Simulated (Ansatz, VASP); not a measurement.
# Zn in VASP and in Ansatz

INCAR

```
SYSTEM = Zn
PREC = Accurate
ENCUT = 520
EDIFF = 1E-7
ISMEAR = -1
SIGMA = 0.1
LREAL = .FALSE.
LASPH = .TRUE.
NELM = 80
ALGO = Normal
ISIF = 2
LWAVE = .FALSE.
LCHARG = .FALSE.
GGA = B5
ALDAX = 1.0
AGGAX = 1.0
AGGAC = 1.0
ALDAC = 0.0
NBANDS = 12
```

File KPOINTS:

```
Automatic mesh
0
G
  15 15 15
  0 0 0
```

POSCAR

```
Zn
1.0
   -1.6099489165      1.6099489165      1.6099489165
    1.6099489165     -1.6099489165      1.6099489165
    1.6099489165      1.6099489165     -1.6099489165
Zn
1
Direct
    0.0000000000      0.0000000000      0.0000000000
```

Input for Ansatz:

```yaml
crystal:
  lattice:
    - [-1.6099489165, 1.6099489165, 1.6099489165]
    - [1.6099489165, -1.6099489165, 1.6099489165]
    - [1.6099489165, 1.6099489165, -1.6099489165]
  atoms:
    - { symbol: Zn, position: [0.0, 0.0, 0.0] }
hamiltonian:
  xc: blyp
  pseudopotentials:
    kind: paw
    azcp:
      Zn: "pseudopotentials/Zn.paw.azcp"
basis:
  ecutwfc: 420
  fft_grid_basis: typed
kpoints:
  mp_grid: { grid: [15, 15, 15], shift: [0, 0, 0] }
magnetization:
  spin_polarized: false
scf:
  occupations: { method: fermi_dirac, width: 0.1 }
  lower_state_search: "off"
output:
  stress: true
```

Alike in both runs: task single point; functional BLYP; k mesh 15 × 15 × 15; occupations fermi-dirac, width 0.1 eV; no spin polarisation.

```csv
,VASP,Ansatz
version,VASP 6.6.1,Ansatz 0.2.0
potentials or method,"VASP PAW PBE potentials, release 64 (Zn)","plane waves (420 eV) with PAW, scalar-relativistic"
plane-wave cutoff (eV),520,420
valence electrons in the cell,12,12
```

Ansatz gave:

```
pressure (GPa) : 1.6
```

Problem. Estimate VASP's values.

Solution. Pressure (GPa): 1.8.

The functional is the same, so the differences come from potentials, cutoffs and numerics.

Caveats: the PAW data sets were made with another functional, which shifts forces and pressure a little (VASP).
